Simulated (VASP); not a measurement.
# Pd (Im-3m) in VASP: a series of runs

Runs on Pd. Level: PBE. Tasks: single point.

Everything below comes from runs of VASP 6.6.1. Logs are shortened: lines on timing, memory, paths and dates and some standing lists are left out, and cuts for length are marked.

## (1) Starting point

The structure is cubic, space group Im-3m (No. 229). The conventional cell has a = 3.145 Å, b = 3.145 Å, c = 3.145 Å, α = 90.00°, β = 90.00°, γ = 90.00°. Pd (site symmetry m-3m) has 8 Pd at 2.72 Å as nearest neighbours.

This isn't the form of Pd at room conditions, which is fcc.

## (2) Single point, PBE

The input, INCAR:

```
SYSTEM = Pd
PREC = Low ; ENCUT = 520
EDIFF = 1E-6 ; ISMEAR = 0
SIGMA = 0.1 ; LREAL = .FALSE.
LASPH = .TRUE. ; NELM = 100
ALGO = Normal ; ISIF = 2
LWAVE = .FALSE. ; LCHARG = .FALSE.
GGA = PE ; ADDGRID = .FALSE.
```

The input, KPOINTS:

```
Automatic mesh
0
G
  15 15 15
  0 0 0
```

The input, POSCAR:

```
Pd
1.0
   -1.5722810000      1.5722810000      1.5722810000
    1.5722810000     -1.5722810000      1.5722810000
    1.5722810000      1.5722810000     -1.5722810000
Pd
1
Direct
    0.0000000000      0.0000000000      0.0000000000
```

Potentials or basis: VASP PAW PBE potentials, release 64 (Pd).

Launch:

```
> cat potpaw_PBE.64/Pd/POTCAR > POTCAR
> mpirun -np 1 vasp_std > vasp.out
```

OUTCAR:

```text
SYSTEM = Pd
   PREC = Low
   ENCUT = 520
   EDIFF = 1E-6
   ISMEAR = 0
   LREAL = .FALSE.
   LASPH = .TRUE.
   NELM = 100
   ISIF = 2
   GGA = PE

 Found    120 irreducible k-points:

 Following reciprocal coordinates:
            Coordinates               Weight
  0.000000  0.000000  0.000000      1.000000
  0.066667  0.000000  0.000000     12.000000
  0.133333  0.000000  0.000000     12.000000
  0.200000  0.000000  0.000000     12.000000
  0.266667  0.000000  0.000000     12.000000
  0.333333  0.000000  0.000000     12.000000
   k-points           NKPTS =    120   k-points in BZ     NKDIM =    120   number of bands    NBANDS=      9
   number of dos      NEDOS =    301   number of ions     NIONS =      1
   total plane-waves  NPLWV =   4096
   dimension x,y,z NGX =    16 NGY =   16 NGZ =   16
   dimension x,y,z NGXF=    16 NGYF=   16 NGZF=   16
   ions per type =               1
   NGX,Y,Z   is equivalent  to a cutoff of   9.77,  9.77,  9.77 a.u.
   NGXF,Y,Z  is equivalent  to a cutoff of   9.77,  9.77,  9.77 a.u.
 SYSTEM =  Pd
   PREC   = low       normal or accurate (medium, high low for compatibility)
   ISTART =      0    job   : 0-new  1-cont  2-samecut
   ICHARG =      2    charge: 1-file 2-atom 10-const
   ISPIN  =      1    spin polarized calculation?
   LNONCOLLINEAR =      F non collinear calculations
   LSORBIT =      F    spin-orbit coupling
   LASPH  =      T    aspherical Exc in radial PAW
   ENCUT  =  520.0 eV  38.22 Ry    6.18 a.u.   5.06  5.06  5.06*2*pi/ulx,y,z
   NELM   =    100;   NELMIN=  2; NELMDL= -5     # of ELM steps
   EDIFF  = 0.1E-05   stopping-criterion for ELM
   LREAL  =      F    real-space projection
   EDIFFG = 0.1E-04   stopping-criterion for IOM
   NSW    =      0    number of steps for IOM
   IBRION =     -1    ionic relax: 0-MD 1-quasi-New 2-CG
   NFREE  =      0    steps in history (QN), initial steepest desc. (CG)
   ISIF   =      2    stress and relaxation
   ISYM   =      2    0-nonsym 1-usesym 2-fastsym
   POTIM  = 0.5000    time-step for ionic-motion
   TEBEG  =    0.0;   TEEND  =   0.0 temperature during run
   PSTRESS=    0.0 pullay stress
   NELECT =      10.0000    total number of electrons
   NUPDOWN=      -1.0000    fix difference up-down
   EMIN   =  10.00;   EMAX   =-10.00  energy-range for DOS
   EFERMI =   0.00;   METHOD = LEGACY
   ISMEAR =     0;   SIGMA  =   0.10  broadening in eV -4-tet -1-fermi 0-gaus
   EFERMI_NEDOS =   21; number of points for ismear=-14 and -15
   IALGO  =     38    algorithm
   IMIX   =      4    mixing-type and parameters
     AMIX     =   0.40;   BMIX     =  1.00
     AMIX_MAG =   1.60;   BMIX_MAG =  1.00
  volume/ion in A,a.u.               =      15.55       104.92
  Fermi-wavevector in a.u.,A,eV,Ry     =   1.413160  2.670485 27.171123  1.997021
  Thomas-Fermi vector in A             =   2.534834
   LORBIT       =      0    0 simple, 1 ext, 2 COOP (PROOUT), +10 PAW based schemes
   GGA     = PE    functional components
   LHFCALC =     F    Hartree Fock is set to
   AEXX    =    0.0000 exact exchange contribution
   IVDW    =     0    specifies the selected vdW correction
   LEPSILON=     F    determine dielectric tensor
   LRPA    =     F    only Hartree local field effects (RPA)
 non-spin polarized calculation
 Gauss-broadening in eV      SIGMA  =   0.10
  energy-cutoff  :      520.00
  volume of cell :       15.55
 maximum number of plane-waves:       430
   NGX = 11   NGY = 11   NGZ = 11

 number of electron      10.0000254 magnetization

 Free energy of the ion-electron system (eV)
  ---------------------------------------------------
  ext. energy  EPLUGINS =         0.00000000
  ---------------------------------------------------
  free energy    TOTEN  =        -5.17886159 eV

  energy without entropy =       -5.17211766  energy(sigma->0) =       -5.17548963

 E-fermi :   8.9076     XC(G=0): -12.8539

 val. band max:        8.9068122603   @ k =  -0.4000  -0.4667   0.2667
 cond. band min:       8.9080029079   @ k =  -0.2000   0.3333   0.0667
 fundamental gap:      0.0011906475
 Fermi energy:         8.9075919489

 k-point     1 :       0.0000    0.0000    0.0000
  band No.  band energies     occupation
      1       2.1892      2.00000
      2       6.1886      2.00000
      3       6.1886      2.00000
      4       6.1888      2.00000
      5       8.0333      2.00000
      6       8.0333      2.00000
      7      28.1937      0.00000
      8      28.1937      0.00000
      9      28.1937      0.00000

 k-point     2 :       0.0667    0.0000    0.0000
  band No.  band energies     occupation
      1       2.3523      2.00000
      2       6.1354      2.00000
      3       6.1913      2.00000
      4       6.3015      2.00000
      5       7.9715      2.00000
      6       8.0372      2.00000
      7      28.0596      0.00000
      8      28.2092      0.00000
      9      28.3813      0.00000

 k-point     3 :       0.1333    0.0000    0.0000
  band No.  band energies     occupation
      1       2.8159      2.00000
      2       5.9882      2.00000
      3       6.1962      2.00000
      4       6.6301      2.00000
      5       7.8362      2.00000
      6       8.0508      2.00000
      7      27.3826      0.00000
      8      28.0512      0.00000
      9      28.9141      0.00000

 k-point     4 :       0.2000    0.0000    0.0000
  band No.  band energies     occupation
      1       3.4714      2.00000
      2       5.7786      2.00000
      3       6.2493      2.00000
      4       7.1440      2.00000
      5       7.7378      2.00000
      6       8.0775      2.00000
      7      25.7249      0.00000
      8      27.3427      0.00000
      9      29.7050      0.00000

 k-point     5 :       0.2667    0.0000    0.0000
  band No.  band energies     occupation
      1       4.0259      2.00000
      2       5.5482      2.00000
      3       6.6104      2.00000
      4       7.7453      2.00000
      5       7.7872      2.00000
      6       8.1182      2.00000
      7      23.3439      0.00000
      8      26.2509      0.00000
      9      30.4107      0.00000

 k-point     6 :       0.3333    0.0000    0.0000
  band No.  band energies     occupation
      1       4.1824      2.00000
      2       5.3369      2.00000
      3       7.5401      2.00000
      4       7.8831      2.00000
      5       8.1678      2.00000
      6       8.4701      2.00000
      7      20.7751      0.00000
      8      25.1981      0.00000
      9      28.5526      0.00000

 [... further k-points ...]

------------------------ aborting loop because EDIFF is reached ----------------------------------------

  FORCE on cell =-STRESS in cart. coord.  units (eV):
  Direction    XX          YY          ZZ          XY          YZ          ZX
  --------------------------------------------------------------------------------------
  -------------------------------------------------------------------------------------
  Total       -0.1530216     -0.1530216     -0.1530216     -0.0000000     -0.0000000     -0.0000000
  in kB      -15.7693107    -15.7693107    -15.7693107     -0.0000000     -0.0000000     -0.0000000
  external PRESSURE =     -15.7693107 kB  Pullay stress =       0.0000000 kB

 VOLUME and BASIS-vectors are now :
 -----------------------------------------------------------------------------
  energy-cutoff  :      520.00
  volume of cell :       15.55
      direct lattice vectors                 reciprocal lattice vectors
    -1.572281000  1.572281000  1.572281000     0.000000000  0.318009313  0.318009313
     1.572281000 -1.572281000  1.572281000     0.318009313  0.000000000  0.318009313
     1.572281000  1.572281000 -1.572281000     0.318009313  0.318009313  0.000000000

 POSITION                                       TOTAL-FORCE (eV/Angst)
 -----------------------------------------------------------------------------------
      0.00000      0.00000      0.00000         0.000000      0.000000     -0.000000
 -----------------------------------------------------------------------------------
    total drift:                                0.000000     -0.000000     -0.000000

  FREE ENERGIE OF THE ION-ELECTRON SYSTEM (eV)
  ---------------------------------------------------
  free  energy   TOTEN  =        -5.1788615882 eV

  energy  without entropy=       -5.1721176622  energy(sigma->0) =       -5.17548963
```

Run time: 8.3 s. Hardware: 1 thread of Intel Xeon Platinum 8375C at 2.90GHz (Ice Lake), shared host; peak memory 0.11 GiB.

These settings aren't checked as converged: the numbers below hold their error.

Results:

| Property | Result |
| --- | --- |
| Free energy | -5.1789 eV |
| Pressure | -1.6 GPa |
| Band gap on the k mesh | none (metal or under the smearing width) |

## (3) Single point, PBE

INCAR is that of step 2.

KPOINTS is that of step 2.

The input, POSCAR:

```
Pd
1.0
   -1.5345420000      1.5703810000      1.5719130000
    1.5565800000     -1.5514420000      1.5750130000
    1.5718420000      1.5887420000     -1.5529740000
Pd
1
Direct
    0.0275280000      0.0634310000      0.0341390000
```

Potentials or basis: VASP PAW PBE potentials, release 64 (Pd).

Launch:

```
> cat potpaw_PBE.64/Pd/POTCAR > POTCAR
> mpirun -np 1 vasp_std > vasp.out
```

OUTCAR:

```text
SYSTEM = Pd
   PREC = Low
   ENCUT = 520
   EDIFF = 1E-6
   ISMEAR = 0
   LREAL = .FALSE.
   LASPH = .TRUE.
   NELM = 100
   ISIF = 2
   GGA = PE

 Found   1688 irreducible k-points:

 Following reciprocal coordinates:
            Coordinates               Weight
  0.000000  0.000000  0.000000      1.000000
  0.066667  0.000000  0.000000      2.000000
  0.133333  0.000000  0.000000      2.000000
  0.200000  0.000000  0.000000      2.000000
  0.266667  0.000000  0.000000      2.000000
  0.333333  0.000000  0.000000      2.000000
   k-points           NKPTS =   1688   k-points in BZ     NKDIM =   1688   number of bands    NBANDS=      9
   number of dos      NEDOS =    301   number of ions     NIONS =      1
   total plane-waves  NPLWV =   4096
   dimension x,y,z NGX =    16 NGY =   16 NGZ =   16
   dimension x,y,z NGXF=    16 NGYF=   16 NGZF=   16
   ions per type =               1
   NGX,Y,Z   is equivalent  to a cutoff of   9.85,  9.84,  9.77 a.u.
   NGXF,Y,Z  is equivalent  to a cutoff of   9.85,  9.84,  9.77 a.u.
 SYSTEM =  Pd
   PREC   = low       normal or accurate (medium, high low for compatibility)
   ISTART =      0    job   : 0-new  1-cont  2-samecut
   ICHARG =      2    charge: 1-file 2-atom 10-const
   ISPIN  =      1    spin polarized calculation?
   LNONCOLLINEAR =      F non collinear calculations
   LSORBIT =      F    spin-orbit coupling
   LASPH  =      T    aspherical Exc in radial PAW
   ENCUT  =  520.0 eV  38.22 Ry    6.18 a.u.   5.02  5.03  5.06*2*pi/ulx,y,z
   NELM   =    100;   NELMIN=  2; NELMDL= -5     # of ELM steps
   EDIFF  = 0.1E-05   stopping-criterion for ELM
   LREAL  =      F    real-space projection
   EDIFFG = 0.1E-04   stopping-criterion for IOM
   NSW    =      0    number of steps for IOM
   IBRION =     -1    ionic relax: 0-MD 1-quasi-New 2-CG
   NFREE  =      0    steps in history (QN), initial steepest desc. (CG)
   ISIF   =      2    stress and relaxation
   ISYM   =      2    0-nonsym 1-usesym 2-fastsym
   POTIM  = 0.5000    time-step for ionic-motion
   TEBEG  =    0.0;   TEEND  =   0.0 temperature during run
   PSTRESS=    0.0 pullay stress
   NELECT =      10.0000    total number of electrons
   NUPDOWN=      -1.0000    fix difference up-down
   EMIN   =  10.00;   EMAX   =-10.00  energy-range for DOS
   EFERMI =   0.00;   METHOD = LEGACY
   ISMEAR =     0;   SIGMA  =   0.10  broadening in eV -4-tet -1-fermi 0-gaus
   EFERMI_NEDOS =   21; number of points for ismear=-14 and -15
   IALGO  =     38    algorithm
   IMIX   =      4    mixing-type and parameters
     AMIX     =   0.40;   BMIX     =  1.00
     AMIX_MAG =   1.60;   BMIX_MAG =  1.00
  volume/ion in A,a.u.               =      15.55       104.92
  Fermi-wavevector in a.u.,A,eV,Ry     =   1.413160  2.670485 27.171118  1.997021
  Thomas-Fermi vector in A             =   2.534834
   LORBIT       =      0    0 simple, 1 ext, 2 COOP (PROOUT), +10 PAW based schemes
   GGA     = PE    functional components
   LHFCALC =     F    Hartree Fock is set to
   AEXX    =    0.0000 exact exchange contribution
   IVDW    =     0    specifies the selected vdW correction
   LEPSILON=     F    determine dielectric tensor
   LRPA    =     F    only Hartree local field effects (RPA)
 non-spin polarized calculation
 Gauss-broadening in eV      SIGMA  =   0.10
  energy-cutoff  :      520.00
  volume of cell :       15.55
 maximum number of plane-waves:       432
   NGX =  9   NGY =  9   NGZ = 11

 number of electron      10.0000015 magnetization

 Free energy of the ion-electron system (eV)
  ---------------------------------------------------
  ext. energy  EPLUGINS =         0.00000000
  ---------------------------------------------------
  free energy    TOTEN  =        -5.17536024 eV

  energy without entropy =       -5.16855197  energy(sigma->0) =       -5.17195611

 E-fermi :   8.9030     XC(G=0): -12.8535

 val. band max:        8.9009994625   @ k =   0.2000  -0.0667   0.2000
 cond. band min:       8.9046945891   @ k =   0.4000  -0.2667   0.3333
 fundamental gap:      0.0036951266
 Fermi energy:         8.9030108326

 k-point     1 :       0.0000    0.0000    0.0000
  band No.  band energies     occupation
      1       2.1896      2.00000
      2       6.0391      2.00000
      3       6.1326      2.00000
      4       6.3810      2.00000
      5       8.0074      2.00000
      6       8.0718      2.00000
      7      27.9465      0.00000
      8      28.0920      0.00000
      9      28.5298      0.00000
[... 49 lines left out ...]
 k-point     6 :       0.3333    0.0000    0.0000
  band No.  band energies     occupation
      1       4.1592      2.00000
      2       5.3279      2.00000
      3       7.4918      2.00000
      4       7.8652      2.00000
      5       8.1913      2.00000
      6       8.4752      2.00000
      7      20.5285      0.00000
      8      25.3048      0.00000
      9      28.7333      0.00000

 [... further k-points ...]

------------------------ aborting loop because EDIFF is reached ----------------------------------------

  FORCE on cell =-STRESS in cart. coord.  units (eV):
  Direction    XX          YY          ZZ          XY          YZ          ZX
  --------------------------------------------------------------------------------------
  -------------------------------------------------------------------------------------
  Total       -0.1373752     -0.1143875     -0.1211691     -0.2050094     -0.0897098     -0.1090822
  in kB      -14.1569035    -11.7879595    -12.4868248    -21.1268017     -9.2448460    -11.2412329
  external PRESSURE =     -12.8105626 kB  Pullay stress =       0.0000000 kB

 VOLUME and BASIS-vectors are now :
 -----------------------------------------------------------------------------
  energy-cutoff  :      520.00
  volume of cell :       15.55
      direct lattice vectors                 reciprocal lattice vectors
    -1.534542000  1.570381000  1.571913000    -0.005977961  0.314720194  0.315918219
     1.556580000 -1.551442000  1.575013000     0.317494029 -0.005640589  0.315580949
     1.571842000  1.588742000 -1.552974000     0.315948875  0.312837667 -0.004095334

 POSITION                                       TOTAL-FORCE (eV/Angst)
 -----------------------------------------------------------------------------------
      0.11015     -0.00094      0.09016         0.000000      0.000000     -0.000000
 -----------------------------------------------------------------------------------
    total drift:                               -0.000117      0.000201      0.000113

  FREE ENERGIE OF THE ION-ELECTRON SYSTEM (eV)
  ---------------------------------------------------
  free  energy   TOTEN  =        -5.1753602405 eV

  energy  without entropy=       -5.1685519712  energy(sigma->0) =       -5.17195611
```

Run time: 1.7 min. Hardware: 1 thread of Intel Xeon Platinum 8375C at 2.90GHz (Ice Lake), shared host; peak memory 0.33 GiB.

These settings aren't checked as converged: the numbers below hold their error.

Results:

| Item | Value |
| --- | --- |
| Free energy | -5.1754 eV |
| Pressure | -1.3 GPa |
| Band gap on the k mesh | none (metal or under the smearing width) |

## (4) The reference run

An earlier run on the cell as given: functional PBEsol; potentials or basis VASP PAW PBE potentials, release 64 (Pd); cutoff 520 eV; k mesh 12 × 12 × 12; occupations fermi-dirac, width 0.05 eV; no spin polarisation.

- Pressure: -10.3 GPa
- Band gap on the k mesh: none (metal or under the smearing width)
